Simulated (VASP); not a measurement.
# C (P6_3/mmc) in VASP: further runs

Aim: see how the results for C move with the level of theory and the settings. Levels: LDA, PBE, TB-mBJ. Tasks: band structure.

The COD entry that gives the cell may itself be a prediction, so a difference from it is no test against experiment.

Program: VASP 6.6.1. These are calculated values, not measurements. Logs are shortened: lines on timing, memory, paths and dates and some standing lists are left out, and cuts for length are marked.

**1. Starting point**

Symmetry: P6_3/mmc, No. 194, hexagonal system. The conventional cell has a = 2.522 Å, b = 2.522 Å, c = 12.356 Å, α = 90.00°, β = 90.00°, γ = 120.00°. C (site symmetry 3m) is surrounded by 4 C at 1.54 Å. C (site symmetry 3m) has 4 C at 1.54 Å as nearest neighbours. C (site symmetry 3m) has 4 C at 1.54 Å as nearest neighbours.

This is a hexagonal form of diamond, not graphite.

**2. Band structure, LDA**

Contents of INCAR:

```
SYSTEM = C
PREC = Accurate
ENCUT = 520
EDIFF = 1E-6
ISMEAR = 0
SIGMA = 0.02
LREAL = .FALSE.
LASPH = .TRUE.
NELM = 80
ALGO = Normal
ISIF = 2
LWAVE = .FALSE.
LCHARG = .FALSE.
KPAR = 2
```

Contents of KPOINTS:

```
regular mesh
0
G
  12 12 4
  0 0 0
```

Contents of POSCAR:

```
C
1.0
    2.5221000000      0.0000000000      0.0000000000
   -1.2610500000      2.1842026709      0.0000000000
    0.0000000000      0.0000000000     12.3557000000
C
12
Direct
    0.6666666667      0.3333333333      0.3541700000
    0.3333333333      0.6666666667      0.8541700000
    0.6666666667      0.3333333333      0.1458300000
    0.3333333333      0.6666666667      0.6458300000
    0.6666666667      0.3333333333      0.4791700000
    0.3333333333      0.6666666667      0.9791700000
    0.6666666667      0.3333333333      0.0208300000
    0.3333333333      0.6666666667      0.5208300000
    0.0000000000      0.0000000000      0.8125000000
    0.0000000000      0.0000000000      0.3125000000
    0.0000000000      0.0000000000      0.6875000000
    0.0000000000      0.0000000000      0.1875000000
```

Contents of KPOINTS_OPT:

```
path GMKGALHA,LM,KH
10
line-mode
reciprocal
 0.0000000000  0.0000000000  0.0000000000  G
 0.5000000000  0.0000000000  0.0000000000  M

 0.5000000000  0.0000000000  0.0000000000  M
 0.3333333333  0.3333333333  0.0000000000  K

 0.3333333333  0.3333333333  0.0000000000  K
 0.0000000000  0.0000000000  0.0000000000  G

 0.0000000000  0.0000000000  0.0000000000  G
 0.0000000000  0.0000000000  0.5000000000  A

 0.0000000000  0.0000000000  0.5000000000  A
 0.5000000000  0.0000000000  0.5000000000  L

 0.5000000000  0.0000000000  0.5000000000  L
 0.3333333333  0.3333333333  0.5000000000  H

 0.3333333333  0.3333333333  0.5000000000  H
 0.0000000000  0.0000000000  0.5000000000  A

 0.5000000000  0.0000000000  0.5000000000  L
 0.5000000000  0.0000000000  0.0000000000  M

 0.3333333333  0.3333333333  0.0000000000  K
 0.3333333333  0.3333333333  0.5000000000  H
```

Potentials or basis: VASP PAW LDA potentials, release 64 (C).

Command:

```console
$ cat potpaw_LDA.64/C/POTCAR > POTCAR
$ mpirun -np 2 vasp_std > vasp.out
```

OUTCAR:

```text
SYSTEM = C
   PREC = Accurate
   ENCUT = 520
   EDIFF = 1E-6
   ISMEAR = 0
   LREAL = .FALSE.
   LASPH = .TRUE.
   NELM = 80
   ISIF = 2

 ion  position               nearest neighbor table
   1  0.667  0.333  0.354-   5 1.54  10 1.54  10 1.54  10 1.54
   2  0.333  0.667  0.854-   6 1.54   9 1.54   9 1.54   9 1.54
   3  0.667  0.333  0.146-   7 1.54  12 1.54  12 1.54  12 1.54
   4  0.333  0.667  0.646-   8 1.54  11 1.54  11 1.54  11 1.54
   5  0.667  0.333  0.479-   8 1.54   8 1.54   8 1.54   1 1.54
   6  0.333  0.667  0.979-   7 1.54   7 1.54   7 1.54   2 1.54
   7  0.667  0.333  0.021-   6 1.54   6 1.54   6 1.54   3 1.54
   8  0.333  0.667  0.521-   5 1.54   5 1.54   5 1.54   4 1.54
   9  0.000  0.000  0.812-  11 1.54   2 1.54   2 1.54   2 1.54
  10  0.000  0.000  0.312-  12 1.54   1 1.54   1 1.54   1 1.54
  11  0.000  0.000  0.688-   9 1.54   4 1.54   4 1.54   4 1.54
  12  0.000  0.000  0.188-  10 1.54   3 1.54   3 1.54   3 1.54

  LATTYP: Found a hexagonal cell.
 ALAT       =     2.5221000000
 C/A-ratio  =     4.8989730780

  Lattice vectors:

 A1 = (   2.5221000000,   0.0000000000,   0.0000000000)
 A2 = (  -1.2610500000,   2.1842026709,   0.0000000000)
 A3 = (   0.0000000000,   0.0000000000,  12.3557000000)

Analysis of symmetry for initial positions (statically):
=====================================================================
 Subroutine PRICEL returns:
 Original cell was already a primitive cell.

 Routine SETGRP: Setting up the symmetry group for a
 hexagonal supercell.

 Subroutine GETGRP returns: Found 24 space group operations
 (whereof 12 operations were pure point group operations)
 out of a pool of 24 trial point group operations.

The static configuration has the point symmetry D_3d.
 The point group associated with its full space group is D_6h.

Analysis of symmetry for dynamics (positions and initial velocities):
=====================================================================
 Subroutine PRICEL returns:
 Original cell was already a primitive cell.

 Routine SETGRP: Setting up the symmetry group for a
 hexagonal supercell.

 Subroutine GETGRP returns: Found 24 space group operations
 (whereof 12 operations were pure point group operations)
 out of a pool of 24 trial point group operations.

The dynamic configuration has the point symmetry D_3d.
 The point group associated with its full space group is D_6h.

 Subroutine INISYM returns: Found 24 space group operations
 (whereof 12 operations are pure point group operations),
 and found     1 'primitive' translations

----------------------------------------------------------------------------------------

                                     Primitive cell

  volume of cell :      68.0648

  direct lattice vectors                    reciprocal lattice vectors
     2.522100000  0.000000000  0.000000000     0.396494984  0.228916486  0.000000000
    -1.261050000  2.184202671  0.000000000     0.000000000  0.457832972  0.000000000
     0.000000000  0.000000000 12.355700000     0.000000000  0.000000000  0.080934306

  length of vectors
     2.522100000  2.522100000 12.355700000     0.457832972  0.457832972  0.080934306

  position of ions in fractional coordinates (direct lattice)
     0.666666667  0.333333333  0.354170000
     0.333333333  0.666666667  0.854170000
     0.666666667  0.333333333  0.145830000
     0.333333333  0.666666667  0.645830000
     0.666666667  0.333333333  0.479170000
     0.333333333  0.666666667  0.979170000
     0.666666667  0.333333333  0.020830000
     0.333333333  0.666666667  0.520830000
     0.000000000  0.000000000  0.812500000
     0.000000000  0.000000000  0.312500000
     0.000000000  0.000000000  0.687500000
     0.000000000  0.000000000  0.187500000

  ion indices of the primitive-cell ions
   primitive index   ion index
                 1           1
                 2           2
                 3           3
                 4           4
                 5           5
                 6           6
                 7           7
                 8           8
[... 47 lines left out ...]
   LRPA    =     F    only Hartree local field effects (RPA)
 non-spin polarized calculation
 Gauss-broadening in eV      SIGMA  =   0.02
  energy-cutoff  :      520.00
  volume of cell :       68.06
 maximum number of plane-waves:      1860
 NGX is ok and might be reduce to    20
   NGX =  9   NGY =  9   NGZ = 45

 number of electron      47.9999994 magnetization

 Free energy of the ion-electron system (eV)
  ---------------------------------------------------
  ext. energy  EPLUGINS =         0.00000000
  ---------------------------------------------------
  free energy    TOTEN  =      -121.32546947 eV

  energy without entropy =     -121.32546947  energy(sigma->0) =     -121.32546947

 E-fermi :   9.9657     XC(G=0): -13.4975

 val. band max:        9.8162160454   @ k =   0.0000   0.0000   0.0000
 cond. band min:      14.1674232303   @ k =   0.3333   0.0000   0.0000
 fundamental gap:      4.3512071849
 Fermi energy:         9.9657166437

 k-point     1 :       0.0000    0.0000    0.0000
  band No.  band energies     occupation
      1     -11.6037      2.00000
      2     -10.8585      2.00000
      3     -10.8138      2.00000
      4      -8.5913      2.00000
      5      -8.5686      2.00000
      6      -5.7397      2.00000
[... 23 lines left out ...]
     30      16.6428      0.00000
     31      16.6630      0.00000

 k-point     2 :       0.0833   -0.0000    0.0000
  band No.  band energies     occupation
      1     -11.4331      2.00000
      2     -10.6894      2.00000
      3     -10.6441      2.00000
      4      -8.4270      2.00000
      5      -8.4037      2.00000
      6      -5.5892      2.00000
[... 740 lines left out ...]
 k-point    24 :       0.3333    0.0000    0.2500
  band No.  band energies     occupation
      1      -8.8706      2.00000
      2      -8.4990      2.00000
      3      -7.7592      2.00000
      4      -6.6767      2.00000
      5      -5.2923      2.00000
      6      -3.7970      2.00000
[... 23 lines left out ...]
     30      17.2906      0.00000
     31      17.6244      0.00000

 [... further k-points ...]

------------------------ aborting loop because EDIFF is reached ----------------------------------------

  FORCE on cell =-STRESS in cart. coord.  units (eV):
  Direction    XX          YY          ZZ          XY          YZ          ZX
  --------------------------------------------------------------------------------------
  -------------------------------------------------------------------------------------
  Total       -5.9742666     -5.9742666     -2.4483700     -0.0000000      0.0000000      0.0000000
  in kB     -140.6282556   -140.6282556    -57.6321782     -0.0000000      0.0000000      0.0000000
  external PRESSURE =    -112.9628964 kB  Pullay stress =       0.0000000 kB

 VOLUME and BASIS-vectors are now :
 -----------------------------------------------------------------------------
  energy-cutoff  :      520.00
  volume of cell :       68.06
      direct lattice vectors                 reciprocal lattice vectors
     2.522100000  0.000000000  0.000000000     0.396494984  0.228916486  0.000000000
    -1.261050000  2.184202671  0.000000000     0.000000000  0.457832972  0.000000000
     0.000000000  0.000000000 12.355700000     0.000000000  0.000000000  0.080934306

 POSITION                                       TOTAL-FORCE (eV/Angst)
 -----------------------------------------------------------------------------------
      1.26105      0.72807      4.37602        -0.000000     -0.000000      0.312708
     -0.00000      1.45614     10.55387        -0.000000      0.000000      0.312708
      1.26105      0.72807      1.80183         0.000000     -0.000000     -0.312708
     -0.00000      1.45614      7.97968         0.000000      0.000000     -0.312708
      1.26105      0.72807      5.92048        -0.000000      0.000000     -0.027184
     -0.00000      1.45614     12.09833        -0.000000      0.000000     -0.027184
      1.26105      0.72807      0.25737        -0.000000      0.000000      0.027184
     -0.00000      1.45614      6.43522         0.000000      0.000000      0.027184
      0.00000      0.00000     10.03901        -0.000000      0.000000      0.339063
      0.00000      0.00000      3.86116         0.000000     -0.000000      0.339063
      0.00000      0.00000      8.49454        -0.000000      0.000000     -0.339063
      0.00000      0.00000      2.31669         0.000000     -0.000000     -0.339063
 -----------------------------------------------------------------------------------
    total drift:                               -0.000000      0.000000      0.000000

  FREE ENERGIE OF THE ION-ELECTRON SYSTEM (eV)
  ---------------------------------------------------
  free  energy   TOTEN  =      -121.3254694705 eV

  energy  without entropy=     -121.3254694705  energy(sigma->0) =     -121.32546947
```

Run time: 2.2 min. Hardware: 2 MPI ranks of Intel Xeon Platinum 8259CL at 2.50GHz (Skylake/Cascade Lake), shared host; peak memory 0.25 GiB.

What came out:

* Free energy: -121.3255 eV
* Pressure: -11.3 GPa
* Largest force: 0.339 eV/Å
* Band gap on the k mesh: 4.35 eV, indirect (least direct gap 5.25 eV)
* Band gap along the path: 4.33 eV, indirect (least direct gap 5.25 eV)

Forces on the atoms (eV/Å):
```
C    0.000  0.000  0.313
C    0.000  0.000  0.313
C    0.000  0.000 -0.313
C    0.000  0.000 -0.313
C    0.000  0.000 -0.027
C    0.000  0.000 -0.027
C    0.000  0.000  0.027
C    0.000  0.000  0.027
C    0.000  0.000  0.339
C    0.000  0.000  0.339
C    0.000  0.000 -0.339
C    0.000  0.000 -0.339
```

Levels at the corners of the path, in eV from the valence-band top:
```
point  band 20  band 21  band 22  band 23  band 24  band 25  band 26  band 27  band 28  band 29
    Γ    -0.98    -0.98    -0.15     0.00     0.00     5.25     5.25     5.61     6.31     6.31
    M    -4.28    -4.05    -4.05    -3.62    -2.88     4.48     5.05     5.20     5.56     6.78
    M    -4.28    -4.05    -4.05    -3.62    -2.88     4.48     5.05     5.20     5.56     6.78
    K    -6.25    -6.05    -4.78    -4.53    -4.53     5.47     5.47     6.20     8.57     9.60
    K    -6.25    -6.05    -4.78    -4.53    -4.53     5.47     5.47     6.20     8.57     9.60
    Γ    -0.98    -0.98    -0.15     0.00     0.00     5.25     5.25     5.61     6.31     6.32
    Γ    -0.98    -0.98    -0.15     0.00     0.00     5.25     5.25     5.61     6.31     6.32
    A    -1.32    -0.33    -0.33    -0.33    -0.33     5.64     5.64     5.64     5.64     6.23
    A    -1.32    -0.33    -0.33    -0.33    -0.33     5.64     5.64     5.64     5.64     6.23
    L    -4.96    -3.75    -3.75    -3.23    -3.23     4.65     4.65     5.85     5.85     5.94
    L    -4.96    -3.75    -3.75    -3.23    -3.23     4.65     4.65     5.85     5.85     5.94
    H    -5.78    -5.31    -5.31    -4.76    -4.76     5.68     5.68     7.04     7.04     8.27
    H    -5.78    -5.31    -5.31    -4.76    -4.76     5.68     5.68     7.04     7.04     8.27
    A    -1.32    -0.33    -0.33    -0.33    -0.33     5.64     5.64     5.64     5.64     6.23
    L    -4.96    -3.75    -3.75    -3.23    -3.23     4.65     4.65     5.85     5.85     5.94
    M    -4.28    -4.05    -4.05    -3.62    -2.88     4.48     5.05     5.20     5.56     6.78
    K    -6.25    -6.05    -4.78    -4.53    -4.53     5.47     5.47     6.20     8.57     9.60
    H    -5.78    -5.31    -5.31    -4.76    -4.76     5.68     5.68     7.04     7.04     8.27
```

**3. Band structure, PBE**

Changes to INCAR since step 2:

```diff
@@ -13,2 +13,3 @@
 LCHARG = .FALSE.
+GGA = PE
 KPAR = 2
```

KPOINTS is that of step 2.

POSCAR is that of step 2.

KPOINTS_OPT is that of step 2.

Potentials or basis: VASP PAW PBE potentials, release 64 (C).

Command:

```console
$ cat potpaw_PBE.64/C/POTCAR > POTCAR
$ mpirun -np 2 vasp_std > vasp.out
```

Wall time 2.2 min (2 MPI ranks of Intel Xeon Platinum 8259CL at 2.50GHz (Skylake/Cascade Lake), shared host); peak memory 0.25 GiB.

Results (log left out):

| Quantity | Value |
| --- | --- |
| Free energy | -109.0221 eV |
| Pressure | 2.7 GPa |
| Largest force | 0.332 eV/Å |
| Band gap on the k mesh | 4.38 eV, indirect (least direct gap 5.30 eV) |
| Band gap along the path | 4.36 eV, indirect (least direct gap 5.30 eV) |

Forces on the atoms (eV/Å):
```
C    0.000  0.000  0.310
C    0.000  0.000  0.310
C    0.000  0.000 -0.310
C    0.000  0.000 -0.310
C    0.000  0.000 -0.027
C    0.000  0.000 -0.027
C    0.000  0.000  0.027
C    0.000  0.000  0.027
C    0.000  0.000  0.332
C    0.000  0.000  0.332
C    0.000  0.000 -0.332
C    0.000  0.000 -0.332
```

Stress tensor (GPa, compression positive):
```
0.02 0.00 0.00
0.00 0.02 0.00
0.00 0.00 8.20
```

Levels at the corners of the path, in eV from the valence-band top:
```csv
point,band 20,band 21,band 22,band 23,band 24,band 25,band 26,band 27,band 28,band 29
Γ,-0.98,-0.98,-0.15,0.00,0.00,5.30,5.30,5.66,6.37,6.37
M,-4.31,-4.06,-4.06,-3.63,-2.89,4.52,5.10,5.26,5.62,6.84
M,-4.31,-4.06,-4.06,-3.63,-2.89,4.52,5.10,5.26,5.62,6.84
K,-6.25,-6.04,-4.79,-4.54,-4.54,5.60,5.60,6.26,8.71,9.63
K,-6.25,-6.04,-4.79,-4.54,-4.54,5.60,5.60,6.26,8.71,9.63
Γ,-0.98,-0.98,-0.15,0.00,0.00,5.30,5.30,5.66,6.37,6.38
Γ,-0.98,-0.98,-0.15,0.00,0.00,5.30,5.30,5.66,6.37,6.37
A,-1.33,-0.33,-0.33,-0.33,-0.33,5.69,5.69,5.69,5.69,6.27
A,-1.33,-0.33,-0.33,-0.33,-0.33,5.69,5.69,5.69,5.69,6.27
L,-4.97,-3.76,-3.76,-3.24,-3.24,4.69,4.69,5.89,5.89,6.00
L,-4.97,-3.76,-3.76,-3.24,-3.24,4.69,4.69,5.89,5.89,6.00
H,-5.80,-5.32,-5.32,-4.77,-4.77,5.83,5.83,7.11,7.11,8.27
H,-5.80,-5.32,-5.32,-4.77,-4.77,5.83,5.83,7.11,7.11,8.27
A,-1.33,-0.33,-0.33,-0.33,-0.33,5.69,5.69,5.69,5.69,6.27
L,-4.97,-3.76,-3.76,-3.24,-3.24,4.69,4.69,5.89,5.89,6.00
M,-4.31,-4.06,-4.06,-3.63,-2.89,4.52,5.10,5.26,5.62,6.84
K,-6.25,-6.04,-4.79,-4.54,-4.54,5.60,5.60,6.26,8.71,9.63
H,-5.80,-5.32,-5.32,-4.77,-4.77,5.83,5.83,7.11,7.11,8.27
```

Expect the measured gap to be larger: semilocal functionals such as PBE lack the derivative discontinuity.

**4. Band structure, TB-mBJ**

POSCAR is that of step 3.

Contents of INCAR.step1:

```
SYSTEM = C
PREC = Accurate
ENCUT = 520
EDIFF = 1E-5
ISMEAR = 0
SIGMA = 0.02
LREAL = .FALSE.
LASPH = .TRUE.
NELM = 80
ALGO = Normal
ISIF = 2
LWAVE = .TRUE.
LCHARG = .FALSE.
GGA = PE
KPAR = 2
```

Contents of INCAR.step2:

```
SYSTEM = C
PREC = Accurate
ENCUT = 520
EDIFF = 1E-6
ISMEAR = 0
SIGMA = 0.02
LREAL = .FALSE.
LASPH = .TRUE.
NELM = 80
ALGO = Normal
ISIF = 2
LWAVE = .FALSE.
LCHARG = .FALSE.
METAGGA = MBJ
ISTART = 1
KPAR = 2
```

KPOINTS is that of step 3.

KPOINTS_OPT is that of step 3.

Command:

```console
$ cat potpaw_PBE.64/C/POTCAR > POTCAR
$ cp INCAR.step1 INCAR
$ mpirun -np 2 vasp_std > vasp.out
$ cp INCAR.step2 INCAR
$ mpirun -np 2 vasp_std > vasp.out
```

Wall time 4.7 min (2 MPI ranks of Intel Xeon Platinum 8259CL at 2.50GHz (Skylake/Cascade Lake), shared host); peak memory 0.28 GiB.

The run converged. Its results:

| Quantity | Value |
| --- | --- |
| Band gap on the k mesh | 5.18 eV, indirect (least direct gap 6.31 eV) |
| Band gap along the path | 5.16 eV, indirect (least direct gap 6.31 eV) |

Levels at the corners of the path, in eV from the valence-band top:
```tsv
point	band 21	band 22	band 23	band 24	band 25	band 26	band 27	band 28
Γ	-0.92	-0.15	0.00	0.00	6.31	6.31	6.70	7.37
M	-3.94	-3.93	-3.50	-2.80	5.34	5.94	6.11	6.44
M	-3.94	-3.93	-3.50	-2.80	5.34	5.94	6.11	6.44
K	-5.80	-4.65	-4.41	-4.41	6.61	6.61	7.13	9.74
K	-5.80	-4.65	-4.41	-4.41	6.61	6.61	7.13	9.74
Γ	-0.92	-0.15	0.00	0.00	6.31	6.31	6.70	7.37
Γ	-0.92	-0.15	0.00	0.00	6.31	6.31	6.70	7.37
A	-0.30	-0.30	-0.30	-0.30	6.70	6.70	6.70	6.70
A	-0.30	-0.30	-0.30	-0.30	6.70	6.70	6.70	6.70
L	-3.66	-3.66	-3.14	-3.14	5.52	5.52	6.70	6.70
L	-3.66	-3.66	-3.14	-3.14	5.52	5.52	6.70	6.70
H	-5.14	-5.14	-4.62	-4.62	6.89	6.89	8.01	8.01
H	-5.14	-5.14	-4.62	-4.62	6.89	6.89	8.01	8.01
A	-0.30	-0.30	-0.30	-0.30	6.70	6.70	6.70	6.70
L	-3.66	-3.66	-3.14	-3.14	5.52	5.52	6.70	6.70
M	-3.94	-3.93	-3.50	-2.80	5.34	5.94	6.11	6.44
K	-5.80	-4.65	-4.41	-4.41	6.61	6.61	7.13	9.74
H	-5.14	-5.14	-4.62	-4.62	6.89	6.89	8.01	8.01
```

Caveat: the PAW data sets were made with another functional, which shifts forces and pressure a little.

**5. The runs side by side**

```csv
level,potentials or basis,gap on the mesh (eV),pressure (GPa),largest force (eV/Å)
LDA,"VASP PAW LDA potentials, release 64 (C)",4.35,-11.3,0.34
PBE,"VASP PAW PBE potentials, release 64 (C)",4.38,2.7,0.33
TB-mBJ,"VASP PAW PBE potentials, release 64 (C)",5.18,-,-
```

Alike in all rows: task band structure; no spin polarisation; cell as given; k mesh 12 × 12 × 4; cutoff (eV) 520; smearing gaussian 0.02 eV.

Caveats: the PAW data sets were made with another functional, which shifts forces and pressure a little (some runs).

Absolute energies hang on the potentials; compare differences alone.
